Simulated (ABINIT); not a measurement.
# Sb (P-1) in ABINIT: single point with LDA

Aim: the single point of Sb with LDA.

All numbers are computed with ABINIT 10.8.3 (patched build); they aren't measurements. Logs are shortened: lines on timing, memory, paths and dates and some standing lists are left out, and cuts for length are marked. The log counts tension as positive stress, the text compression.

**1. The structure**

The typed cell holds 1 atom: a = 3.459 Å, b = 3.554 Å, c = 3.342 Å, α = 58.62°, β = 55.56°, γ = 54.87°.

This isn't the form of Sb at room conditions, which is rhombohedral.

**2. Single point, LDA, spin-orbit coupling, no magnetisation**

run.abi reads:

```
# Pseudopotentials
pp_dirpath "./"
pseudos "Sb.hgh"

# Structure
acell 3*1.0 Angstrom
rprim
     0.1733647600     2.3885337500     2.4958692300
     2.4173055400     0.0646925500     2.6045414300
     2.3204533900     2.4003538000     0.1615447000
ntypat 1
znucl 51
natom 1
typat 1
xred
     0.0000000000     0.0000000000     0.0000000000
chkprim 0
chksymtnons 0
tolsym 1.0e-6

# Plane-wave basis
ecut 247.623615 eV

# k points
kptopt 1
ngkpt 8 8 8
nshiftk 1
shiftk 0.0 0.0 0.0

# Exchange and correlation
ixc 7

# Bands and occupations
nband 14
occopt 3
tsmear 0.00183747

# Spin
nspinor 2
nspden 1
so_psp 1*1

# SCF cycle
nstep 100
tolvrs 1.0e-10

# Output
iomode 3
prtwf 0
prteig 0
prtebands 0
prtden 1
prtvha 1
prtvclmb 1
prtpot 1
```

Potentials or basis: HGH LDA.

Launch:

```console
abinit run.abi > log 2>&1
```

run.abo:

```text
.Version 10.8.3 of ABINIT
 Symmetries : space group P-1 (#  2); Bravais aP (primitive triclinic)
================================================================================
 Values of the parameters that define the memory need of the present run
     intxc =       0    ionmov =       0      iscf =       7    lmnmax =       9
     lnmax =       9     mgfft =      20  mpssoang =       5    mqgrid =    3001
     natom =       1  nloc_mem =       1    nspden =       1   nspinor =       2
    nsppol =       1      nsym =       2    n1xccc =       0    ntypat =       1
    occopt =       3   xclevel =       1
       mpw =         243          nfft =        6480          nkpt =         260
================================================================================
================================================================================

--------------------------------------------------------------------------------
------------- Echo of variables that govern the present computation ------------
--------------------------------------------------------------------------------
 -outvars: echo values of preprocessed input variables --------
            acell      1.8897261259E+00  1.8897261259E+00  1.8897261259E+00 Bohr
              amu      1.21753000E+02
          chkprim           0
      chksymtnons           0
             ecut      9.10000001E+00 Hartree
                       outvar_i_n : Printing only first  50 k-points.
              ixc           7
                       outvar_i_n : Printing only first  50 k-points.
         kptrlatt        8    0    0      0    8    0      0    0    8
          kptrlen      4.79480095E+01
            natom           1
            nband          14
            ngfft          18      20      18
             nkpt         260
          nspinor           2
            nstep         100
             nsym           2
           ntypat           1
                       prtocc : prtvol=0, do not print more k-points.
           occopt           3
        prtebands           0
           prteig           0
           prtpot           1
         prtvclmb           1
           prtvha           1
            prtwf           0
            rprim      1.7336476000E-01  2.3885337500E+00  2.4958692300E+00
                       2.4173055400E+00  6.4692550000E-02  2.6045414300E+00
                       2.3204533900E+00  2.4003538000E+00  1.6154470000E-01
          spgroup           2
           tolsym      1.00000000E-06
           tolvrs      1.00000000E-10
           tsmear      1.83747000E-03 Hartree
            typat      1
                       outvars : Printing only first  50 k-points.
            znucl       51.00000

================================================================================

 chkinp: Checking input parameters for consistency.

================================================================================
[... 77 lines left out ...]
- [ -6.54577428E-06,   8.05964601E-05,   2.09063598E-06, ]
- [  1.33077133E-06,   2.09063598E-06,   8.70671063E-05, ]
pressure_GPa:  -2.2006E+00
xred      :
- [  0.0000E+00,   0.0000E+00,   0.0000E+00, Sb]
cartesian_forces: # hartree/bohr
- [ -0.00000000E+00,  -0.00000000E+00,  -0.00000000E+00, ]
force_length_stats: {min:   0.00000000E+00, max:   0.00000000E+00, mean:   0.00000000E+00, }
...

 Integrated electronic density in atomic spheres:
 ------------------------------------------------
 Atom  Sphere_radius  Integrated_density
    1        2.00000          1.49082675
================================================================================

 ----iterations are completed or convergence reached----

 Mean square residual over all n,k,spin=   17.590E-08; max=  21.435E-05
 reduced coordinates (array xred) for    1 atoms
       0.000000000000      0.000000000000      0.000000000000
 rms dE/dt=  0.0000E+00; max dE/dt=  0.0000E+00; dE/dt below (all hartree)
    1       0.000000000000      0.000000000000      0.000000000000

 cartesian coordinates (angstrom) at end:
    1      0.00000000000000     0.00000000000000     0.00000000000000

 cartesian forces (hartree/bohr) at end:
    1     -0.00000000000000    -0.00000000000000    -0.00000000000000
 frms,max,avg= 0.0000000E+00 0.0000000E+00   0.000E+00  0.000E+00  0.000E+00 h/b

 cartesian forces (eV/Angstrom) at end:
    1     -0.00000000000000    -0.00000000000000    -0.00000000000000
 frms,max,avg= 0.0000000E+00 0.0000000E+00   0.000E+00  0.000E+00  0.000E+00 e/A
 length scales=  1.889726125908  1.889726125908  1.889726125908 bohr
              =  1.000000000000  1.000000000000  1.000000000000 angstroms
 Fermi (or HOMO) energy (hartree) =   0.10794   Average Vxc (hartree)=  -0.34136
 Eigenvalues (hartree) for nkpt= 260  k points:
 kpt#   1, nband= 14, wtk=  0.00195, kpt=  0.0000  0.0000  0.0000 (reduced coord)
  -0.37305   -0.37305    0.24901    0.24901    0.30450    0.30450    0.35396    0.35396
   0.43486    0.43486    0.48382    0.48382    0.54764    0.54795
      occupation numbers for kpt#   1
   1.00000    1.00000    0.00000    0.00000    0.00000    0.00000    0.00000    0.00000
   0.00000    0.00000    0.00000    0.00000    0.00000    0.00000
 prteigrs : prtvol=0 or 1, do not print more k-points.

--- !EnergyTerms
iteration_state     : {dtset: 1, }
comment             : Components of total free energy in Hartree
kinetic             :  1.76760146782678E+00
hartree             :  8.77076075468953E-02
xc                  : -1.40071821842079E+00
Ewald energy        : -6.39571168317950E+00
psp_core            :  9.08943373850014E-01
local_psp           : -7.21833502593552E-01
non_local_psp       :  1.52666092094872E-01
internal            : -5.60134486287528E+00
'-kT*entropy'       : -1.99431722332105E-04
total_energy        : -5.60154429459761E+00
total_energy_eV     : -1.52425785374267E+02
band_energy         : -4.52357171110127E-01
...

 Cartesian components of stress tensor (hartree/bohr^3)
  sigma(1 1)=  5.67254218E-05  sigma(3 2)=  2.09063598E-06
  sigma(2 2)=  8.05964601E-05  sigma(3 1)=  1.33077133E-06
  sigma(3 3)=  8.70671063E-05  sigma(2 1)= -6.54577428E-06

-Cartesian components of stress tensor (GPa)         [Pressure= -2.2006E+00 GPa]
- sigma(1 1)=  1.66891953E+00  sigma(3 2)=  6.15086341E-02
- sigma(2 2)=  2.37122972E+00  sigma(3 1)=  3.91526443E-02
- sigma(3 3)=  2.56160271E+00  sigma(2 1)= -1.92583328E-01

== END DATASET(S) ==============================================================
================================================================================

 -outvars: echo values of variables after computation  --------
            acell      1.8897261259E+00  1.8897261259E+00  1.8897261259E+00 Bohr
           etotal     -5.6015442946E+00
            fcart     -0.0000000000E+00 -0.0000000000E+00 -0.0000000000E+00
            rprim      1.7336476000E-01  2.3885337500E+00  2.4958692300E+00
                       2.4173055400E+00  6.4692550000E-02  2.6045414300E+00
                       2.3204533900E+00  2.4003538000E+00  1.6154470000E-01
           strten      5.6725421833E-05  8.0596460113E-05  8.7067106313E-05
                       2.0906359799E-06  1.3307713307E-06 -6.5457742792E-06
 Calculation completed.
```

Wall time 36 s (1 thread of Arm Neoverse V1, shared host); peak memory 0.08 GiB.

Results:

```
Free energy                                           : -152.4258 eV
Band gap on the k mesh                                : none (metal or under the smearing width)
Valence electrons inside the program's atomic spheres : Sb 1.49 (radii [1.0584] Å)
```

Caveat: the cutoff is too short for stress, so the log's stress isn't used; HGH potentials are hard and often keep d shells in the core, so these values are rough.
